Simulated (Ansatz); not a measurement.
## Spin–orbit splittings in MoP

```xyz
2
Lattice="3.2230 0.0000 0.0000 -1.6115 2.7912 0.0000 0.0000 0.0000 3.1910" Properties=species:S:1:pos:R:3 pbc="T T T"
Mo    0.0000    0.0000    0.0000
P     0.0000    1.8608    1.5955
```

Atoms are numbered in the order listed.

The cell is COD entry 1539074, as deposited and not checked against the literature; nothing was relaxed.

Spin polarisation is left out, and whether a magnetic state lies lower isn't shown here.

Methods: DFT, PBE, all-electron LAPW, scalar-relativistic (Ansatz 0.2.0); DFT, PBE, all-electron LAPW, Dirac equation with spin-orbit coupling (Ansatz 0.2.0).

The runs use a Γ-centred 15×15×13 k mesh, Fermi–Dirac smearing of 0.08 eV, basis error target 0.25 meV/atom, no spin polarisation.

Levels between -4 and 2 eV, each run counted from its own valence-band top where it has a gap, else its Fermi level. Scalar levels are listed once for both spins; with the coupling every spinor state is counted. Levels near the edges of the range can cross them.

(1) At Γ (0.000, 0.000, 0.000) the scalar-relativistic levels are -3.30 (×2), -0.71, 0.28 (×2). What are they with spin–orbit coupling?

(2) At H (0.333, 0.333, 0.500) the scalar-relativistic levels are -3.24, -1.31, 1.56. What are they with spin–orbit coupling?

(3) At M (0.500, 0.000, 0.000) the scalar-relativistic levels are -3.93, -3.73, -1.27, -0.42, 1.72. What are they with spin–orbit coupling?

## Answers

(1) -3.34 (×2), -3.26 (×2), -0.71 (×2), 0.23 (×2), 0.33 (×2).

(2) -3.25, -3.23, -1.34, -1.29, 1.55, 1.55.

(3) -3.94 (×2), -3.73 (×2), -1.27 (×2), -0.42 (×2), 1.71 (×2).
